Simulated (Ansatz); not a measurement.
AlFe3:

```
CELL_PARAMETERS angstrom
0.00000 2.88714 2.88714
2.88714 0.00000 2.88714
2.88714 2.88714 0.00000
ATOMIC_POSITIONS crystal
Fe 0.75000 0.75000 0.75000
Fe 0.25000 0.25000 0.25000
Fe 0.50000 0.50000 0.50000
Al 0.00000 0.00000 0.00000
```

The cell comes from a database or a generator and needn't be the stable form of this composition.

* Program: Ansatz 0.2.0
* Task: relaxation of cell and atoms
* Functional: PBEsol
* Potentials or basis: Ansatz PAW
* Cutoff: 420 eV (not typed: the program's choice for these potentials)
* k mesh: 8 × 8 × 8
* Occupations: fermi-dirac, width 0.05 eV
* Spin: collinear spin, ferromagnetic start
* Starting moments: [3.0, 3.0, 3.0, 0.0] μB

At the start: volume 12.03 Å³/atom.

Task: How do energy, volume and symmetry change on relaxing?

Result: It ends after 5 steps and the volume is 11.33 Å³/atom (-5.8 %); space group Fm-3m (No. 225, to 0.05 Å); moment 5.72 μB per cell.

Step by step:
```
step  energy change (eV)  largest force (eV/Å)  volume (Å³)
   1              0.0000                0.0000        48.13
   2             -0.0781                0.0000        46.33
   3             -0.0902                0.0000        45.32
   4             -0.0902                0.0000        45.33
   5             -0.0890                0.0000        45.33
```

Final structure:
```cif
data_structure
_symmetry_space_group_name_H-M 'P 1'
_symmetry_Int_Tables_number 1
_cell_length_a 4.0023
_cell_length_b 4.0023
_cell_length_c 4.0023
_cell_angle_alpha 60.000
_cell_angle_beta 60.000
_cell_angle_gamma 60.000
_cell_volume 45.33
loop_
_atom_site_label
_atom_site_type_symbol
_atom_site_fract_x
_atom_site_fract_y
_atom_site_fract_z
_atom_site_occupancy
Fe1 Fe 0.75000 0.75000 0.75000 1
Fe2 Fe 0.25000 0.25000 0.25000 1
Fe3 Fe 0.50000 0.50000 0.50000 1
Al1 Al 0.00000 0.00000 0.00000 1
```

Caveat: the plane-wave basis is chosen anew once the cell has moved, so the energies of steps on either side of that aren't comparable; the PAW data sets come from PBE, with cores solved anew for the run's functional, which leaves a small shift of forces and pressure.
